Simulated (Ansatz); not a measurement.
# CuO (Tenorite) (C2/c) in Ansatz: phonons with PBEsol

Aim: the phonons of CuO (Tenorite) with PBEsol.

All numbers are computed with Ansatz 0.2.0; they aren't measurements. Logs are shortened: lines on timing, memory, paths and dates and some standing lists are left out, and cuts for length are marked.

## (1) The crystal as given

The structure is monoclinic, space group C2/c (No. 15). The conventional cell has a = 4.684 Å, b = 3.423 Å, c = 5.129 Å, α = 90.00°, β = 99.54°, γ = 90.00°. Around Cu (site symmetry -1) lie 4 O at 1.95 to 1.96 Å. O (site symmetry 2) has 4 Cu at 1.95 to 1.96 Å as nearest neighbours.

## (2) Phonons, PBEsol

Input file input.yaml:

```yaml
crystal:
  lattice:
    - [2.34185, -1.7113, 0.0]
    - [2.34185, 1.7113, 0.0]
    - [-0.8500274268, 0.0, 5.0578693947]
  atoms:
    - { symbol: Cu, position: [0.5, 0.0, 0.5] }
    - { symbol: Cu, position: [0.0, 0.5, 0.0] }
    - { symbol: O, position: [0.4184, 0.5816, 0.75] }
    - { symbol: O, position: [0.5816, 0.4184, 0.25] }
hamiltonian:
  xc: pbesol
  pseudopotentials: { kind: paw }
kpoints:
  mp_grid: { grid: [7, 7, 4] }
scf:
  occupations: { method: fermi_dirac, width: 0.05 }
phonons:
  method: dfpt
```

Potentials or basis: Ansatz PAW.

Launch:

```
ansatz run input.yaml --threads 2 --pin off --max-ram 5632MiB --backend cpu --events-out ev --progress --plain --runs-dir out
```

What it wrote:

```text
Warning: RAYON_NUM_THREADS=2 ignored (pool sized by the plan → 2); use --threads N
Engine: ansatz 0.2.0, x86_64-unknown-linux-gnu
Pseudopotentials: kind: paw
Pseudopotential: Cu, paw, valence charge 19, recommended cutoff 420 eV (normal), Cu.paw.azcp
Pseudopotential: O, paw, valence charge 6, recommended cutoff 420 eV (normal), O.paw.azcp
Functional definition: PBEsol
  exchange = pbesol_x
  correlation = pbesol_c
Crystal: 4 atoms, lattice volume = 40.540 Å³
Basis set: ecut = 420 eV, 787 PW (Γ), exchange–correlation on 40×40×72 points (8 copies of the dense FFT grid, shifted against one another)
Bands: 30, of which v1, the nominal top of the filled ones, is band 25 counted from 1 (24 counted from 0)
Symmetry: 4 space group operations
k-points: 99 of 196 (irreducible under 1 space group operation, time reversal used)
Non-local potential: Cu, projectors of the file, l = 0: 3, l = 1: 2, l = 2: 3, l = 3: 1
Non-local potential: O, projectors of the file, l = 0: 2, l = 1: 2, l = 2: 1
PAW form: soft (Blöchl's): semilocal exchange-correlation on the pseudo side does not see the compensation charge
PAW frozen core: Cu, regenerated for the run's functional, and the local potential with it (the file was generated under x = pbe(κ = 0.804, μ = 0.2195149727645171), c = pbe(β = 0.06672455060314922))
PAW frozen core: O, regenerated for the run's functional, and the local potential with it (the file was generated under x = pbe(κ = 0.804, μ = 0.2195149727645171), c = pbe(β = 0.06672455060314922))
PAW one-centre angular grid: Cu, 590 points (default); XC on 64 Gauss nodes
PAW one-centre angular grid: O, 110 points (default); XC on 64 Gauss nodes
Initial density: superposition of atomic densities (neutral atoms: chi_scale 0, normalization atom), corrected by the library's trained network
Initial wavefunctions: pseudopotential atomic-orbital guess
Functional: x = pbesol(κ = 0.804, μ = 0.12345679012345678), c = pbesol(β = 0.046)
SCF iter   1: F=—  HF=-14296.444636 eV  |F-HF|=—  |Δ(HF+E_count)|=         —  Δρ=1.91e-2  dr2=9.55e-2  ethr=1.77e-3  ⟨swp⟩=5.8  Hψ=10340  notcnv=0
preconditioner: auto → Kerker (q_TF=auto, 2.825 Å⁻¹)  [metal: Δε(μ)=0.037 eV  Ē_g=11.119 eV  σ=0.050 eV  W_gap=0.18  n_scr=20 (ndim 8)  ℏωp=34.0 eV  f_vac=0.000  D(μ)=2.28/eV (n_scr^D=22)]
SCF iter   2: F=—  HF=-14296.418659 eV  |F-HF|=—  |Δ(HF+E_count)|=   2.60e-2  Δρ=7.53e-3  dr2=1.98e-2  ethr=1.91e-4  ⟨swp⟩=2.4  Hψ=5567  notcnv=0
SCF iter   3: F=—  HF=-14296.414169 eV  |F-HF|=—  |Δ(HF+E_count)|=   4.49e-3  Δρ=2.70e-3  dr2=2.50e-3  ethr=3.97e-5  ⟨swp⟩=2.3  Hψ=4788  notcnv=0
SCF iter   4: F=—  HF=-14296.413583 eV  |F-HF|=—  |Δ(HF+E_count)|=   5.86e-4  Δρ=9.04e-4  dr2=2.32e-4  ethr=5.01e-6  ⟨swp⟩=2.9  Hψ=5149  notcnv=0
SCF iter   5: F=—  HF=-14296.413590 eV  |F-HF|=—  |Δ(HF+E_count)|=   7.17e-6  Δρ=2.03e-4  dr2=1.72e-5  ethr=4.65e-7  ⟨swp⟩=2.5  Hψ=4177  notcnv=0
SCF iter   6: F=—  HF=-14296.413584 eV  |F-HF|=—  |Δ(HF+E_count)|=   5.68e-6  Δρ=5.06e-5  dr2=7.43e-7  ethr=3.45e-8  ⟨swp⟩=2.2  Hψ=4432  notcnv=0
SCF iter   7: F=—  HF=-14296.413591 eV  |F-HF|=—  |Δ(HF+E_count)|=   6.43e-6  Δρ=2.46e-5  dr2=2.39e-7  ethr=1.49e-9  ⟨swp⟩=2.0  Hψ=4434  notcnv=0
SCF iter   8: F=—  HF=-14296.413591 eV  |F-HF|=—  |Δ(HF+E_count)|=   1.33e-9  Δρ=6.83e-6  dr2=1.58e-8  ethr=4.79e-10  ⟨swp⟩=2.1  Hψ=5245  notcnv=0
SCF iter   9: F=—  HF=-14296.413591 eV  |F-HF|=—  |Δ(HF+E_count)|=   3.10e-9  Δρ=2.10e-6  dr2=1.33e-9  ethr=3.16e-11  ⟨swp⟩=2.0  Hψ=4459  notcnv=0
SCF iter  10: F=—  HF=-14296.413591 eV  |F-HF|=—  |Δ(HF+E_count)|=  5.57e-10  Δρ=6.10e-7  dr2=1.04e-10  ethr=2.66e-12  ⟨swp⟩=3.0  Hψ=6163  notcnv=0
SCF iter  11: F=-14296.413591 eV  HF=-14296.413591 eV  |F-HF|=7.28e-12  |Δ(HF+E_count)|=  5.46e-11  Δρ=1.49e-7  dr2=7.35e-12  ethr=1.00e-12  ⟨swp⟩=4.0  Hψ=13719  notcnv=0
SCF 1 converged in 11 iterations: F = -14296.413591 eV  dr2 = 7.35e-12
DFPT response loops at Γ: preconditioner auto → Kerker (q_TF=auto, 2.825 Å⁻¹) (partly filled bands, converged f_vac=0.000); β = 1.00, the filter's whole step (`scf.mixing.beta` (0.50) is not read by the response loops under this deck's `scf.mixing.preconditioner`; to damp them name `kerker` or `kerker_dos`, under which they read `scf.mixing.beta`, and type it under 1.00, their step now; both keys bind the ground state too); Broyden in place of MSR1
SCF converged after 11 iterations
Free energy (F): -14296.413591 eV
Harris-Foulkes:  -14296.413591 eV  (|F-HF|=7.28e-12)
Internal energy: -14296.395301 eV  (E = F + TS)
E sigma→0 (E₀):  -14296.404446 eV
Entropy (-TS):   -0.018290 eV (-4.572 meV/atom)
Fermi energy:    12.088592 eV
--- Per-component energies (eV) ---
  E_band       = -859.087180
  E_kinetic    = 941.445905
  E_local      = -9658.681335  (includes V_loc(G=0)·N_el)
  E_nonlocal   = 883.124723
  E_hartree    = 4177.287583
  E_xc         = -320.539262
  E_vxc        = -413.571920  (∫ρ·V_xc dr)
  E_paw        = -3555.193457  (= ΣΔE_a)
  E_vpaw       = -965.985197  (= ΣTr[D̂ρ^β])
  E_aug_tail   = 0.005495  (compensation charges beyond the density's cutoff)
  E_ewald      = -6764.327933
  E_core_change = 0.482980  (= ΣΔE_core)
  E_smearing   = -0.018290  (= −TS)
  E_closure    = 0.000000  (closes the sum)
  Σ components = -14296.413591   (vs F -14296.413591, Δ=0.00e0)
--- Band table (eV; the first three rows and the last of 99) ---
  k-point 0: bands = ["-100.1741", "-100.1734", "-57.8648", "-57.8644", "-57.8248", "-57.8163", "-57.4141", "-57.4136", "-7.8351", "-6.4664", "3.8088", "6.4638", "6.8677", "8.7518", "8.9416", "8.9442", "9.0046", "9.1120", "9.3760", "9.4765", "9.7058", "9.8818", "9.9412", "10.4464", "12.2954", "13.0314", "13.7164", "17.9428", "20.1533", "25.2791"]
  k-point 1: bands = ["-100.1740", "-100.1735", "-57.8647", "-57.8644", "-57.8236", "-57.8176", "-57.4141", "-57.4137", "-7.6652", "-6.7057", "4.4030", "6.5885", "6.9065", "7.8038", "8.2808", "8.3622", "9.1595", "9.3452", "9.6037", "9.6299", "9.8099", "10.0637", "10.2995", "10.3021", "12.2426", "12.7923", "14.5042", "17.2017", "21.3286", "25.3033"]
  k-point 2: bands = ["-100.1737", "-100.1737", "-57.8645", "-57.8645", "-57.8206", "-57.8206", "-57.4139", "-57.4139", "-7.2189", "-7.2189", "5.9198", "5.9198", "6.8589", "6.8589", "8.0094", "8.0094", "9.3484", "9.3484", "9.6963", "9.6963", "9.8722", "9.8722", "10.5779", "10.5779", "12.3231", "12.3231", "15.9239", "15.9239", "23.6146", "23.6146"]
  k-point 98: bands = ["-100.1730", "-100.1729", "-57.8771", "-57.8668", "-57.8210", "-57.8202", "-57.4233", "-57.4153", "-6.8449", "-6.3322", "4.9068", "5.6669", "6.1039", "6.4272", "7.1996", "7.7899", "9.5286", "9.6013", "9.7015", "9.8806", "10.0583", "10.1344", "10.3745", "10.6312", "12.0680", "12.3389", "17.1130", "18.5298", "20.0062", "21.7292"]
--- Phonons (Γ-DFPT): 6 representative perturbations + reference, on 99 of 196 k-points (Σ response iterations 24) ---
  k mesh reduced under 1 symmetry operation, with k and −k counted as one. Each operation leaves every solved perturbation unchanged. A smaller set is not used because it would not reduce the number of displacements times k-points to solve
  ASR residual: 1.325e-3 → 0.000e0 eV/Å²; symmetrization residual: 1.546e-6 eV/Å²
  ASR residual per site (eV/Å²): 1.32e-3 1.32e-3 3.89e-4 3.89e-4
  Γ frequencies (cm⁻¹): 0.00 0.00 0.00 140.90 159.02 280.35 285.51 302.48 397.59 447.33 472.65 478.70
  non-analytic LO–TO correction: not included (Born effective charges unavailable; polar crystals: no LO–TO splitting at Γ)
```

Run time: 70 s. Hardware: 2 threads of Intel Xeon at 2.50GHz (Skylake/Cascade Lake), shared host; peak memory 0.69 GiB.

Results:

```yaml
Free_energy: -14296.4136 eV
Band_gap_on_the_k_mesh: none (metal or under the smearing width)
Highest_phonon_frequency_at_Γ: 479 cm⁻¹
```

Phonon frequencies in cm⁻¹ (negative: imaginary):
```csv
q point,frequencies
"(0.000, 0.000, 0.000)",0 0 0 141 159 280 286 302 398 447 473 479
```

Caveat: the run has no spin polarisation, though such a crystal can be magnetic; semilocal functionals often make such compounds metallic where correlation or magnetic order opens a gap, which also shifts bond lengths; the PAW data sets come from PBE, with cores solved anew for the run's functional, which leaves a small shift of forces and pressure.
